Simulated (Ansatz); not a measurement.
# CsI: stress in a strained cell

Aim: deform CsI (zz strain of -2 %) and compute stress, forces and field gradients with LAPW, PAW and all-electron datasets made for the crystal.

Computed with Ansatz 0.2.0 (DFT LDA, scalar-relativistic, unless a step's input says otherwise).

## 1. The starting structure

Symmetry: Pm-3m, No. 221, cubic system. The conventional cell has a = 4.567 Å, b = 4.567 Å, c = 4.567 Å, α = 90.00°, β = 90.00°, γ = 90.00°. Around Cs (site symmetry m-3m) lie 8 I at 3.95 Å. Around I (site symmetry m-3m) lie 8 Cs at 3.95 Å.

Coordinates:

```cif
data_structure
_symmetry_space_group_name_H-M 'P 1'
_symmetry_Int_Tables_number 1
_cell_length_a 4.5667
_cell_length_b 4.5667
_cell_length_c 4.5667
_cell_angle_alpha 90.000
_cell_angle_beta 90.000
_cell_angle_gamma 90.000
_cell_volume 95.24
loop_
_atom_site_label
_atom_site_type_symbol
_atom_site_fract_x
_atom_site_fract_y
_atom_site_fract_z
_atom_site_occupancy
Cs1 Cs 0.00000 0.00000 0.00000 1
I1 I 0.50000 0.50000 0.50000 1
```

Atoms are numbered in the order of the input: Cs1, I2.

## 2. After the deformation

Space group Pm-3m before, P4/mmm after.

## 3. Full-potential LAPW

The input, input.yaml:

```yaml
crystal:
  lattice:
    - [4.5667, 0.0, 0.0]
    - [0.0, 4.5667, 0.0]
    - [0.0, 0.0, 4.475366]
  atoms:
    - { symbol: Cs, position: [0.0, 0.0, 0.0] }
    - { symbol: I, position: [0.5, 0.5, 0.5] }
kpoints:
  mp_grid: { grid: [7, 7, 7] }
  band_path:
    path:
      - [0.0, 0.0, 0.0]
      - [0.0, 0.5, 0.0]
      - [0.5, 0.5, 0.0]
      - [0.0, 0.0, 0.0]
      - [0.0, 0.0, 0.5]
      - [0.0, 0.5, 0.5]
      - [0.5, 0.5, 0.5]
      - [0.0, 0.0, 0.5]
      - [0.0, 0.5, 0.0]
    npoints: 5
scf:
  occupations: { method: fermi_dirac, width: 0.01 }
hamiltonian:
  xc: lda
  pseudopotentials: { kind: all_electron, lapw: { basis_error: 0.00025 } }
output:
  forces: true
  stress: true
  eigenvalues: true
```

On the command line:

```
> ansatz run input.yaml --threads 1 --pin off --max-ram 3072MiB --backend cpu --events-out ev --progress --plain --runs-dir out
```

## 4. Frozen-core PAW

The input, input.yaml:

```yaml
crystal:
  lattice:
    - [4.5667, 0.0, 0.0]
    - [0.0, 4.5667, 0.0]
    - [0.0, 0.0, 4.475366]
  atoms:
    - { symbol: Cs, position: [0.0, 0.0, 0.0] }
    - { symbol: I, position: [0.5, 0.5, 0.5] }
kpoints:
  mp_grid: { grid: [7, 7, 7] }
scf:
  occupations: { method: fermi_dirac, width: 0.01 }
hamiltonian:
  xc: lda
  pseudopotentials: { kind: paw }
output:
  forces: true
  stress: true
  eigenvalues: true
  efg: { contact_densities: true }
  write_density: true
  write_potential: true
  elf: true
  volumetric_format: npy
```

## 5. All-electron PAW on datasets made for the crystal

Edit input.yaml of step 4 so:

```diff
@@ -14,3 +14,3 @@
   xc: lda
-  pseudopotentials: { kind: paw }
+  pseudopotentials: { kind: all_electron, datasets: crystal }
 output:
@@ -20,5 +20 @@
   efg: { contact_densities: true }
-  write_density: true
-  write_potential: true
-  elf: true
-  volumetric_format: npy
```

(Steps that only read results are left out.)

What does the calculation give? Wanted: pressure; largest shear or deviatoric stress.

**Answer**, as computed:

```
                                 quantity                                              value
                                 pressure  LAPW -1.21, PAW -1.21, crystal datasets -1.21 GPa
largest shear or deviatoric stress (LAPW)                                           0.24 GPa
```

In words: The largest part of the stress beyond the pressure is 0.24 GPa in size, in the zz component; the atoms are carried along and not relaxed. No run of the undeformed cell stands beside it, so the pressure holds what the given cell had before the change. PAW: stress within 0.01 GPa of LAPW. Crystal datasets: stress within 0.01 GPa of LAPW. Spin-orbit coupling is left out, though the cell holds Cs; in elements this heavy it can shift bands and gaps by tenths of an eV.

These are semilocal Kohn-Sham gaps, which aren't the measured quantity. Such gaps usually fall short of the measured ones; spin-orbit coupling, left out here, narrows gaps with I, so the two errors partly cancel.
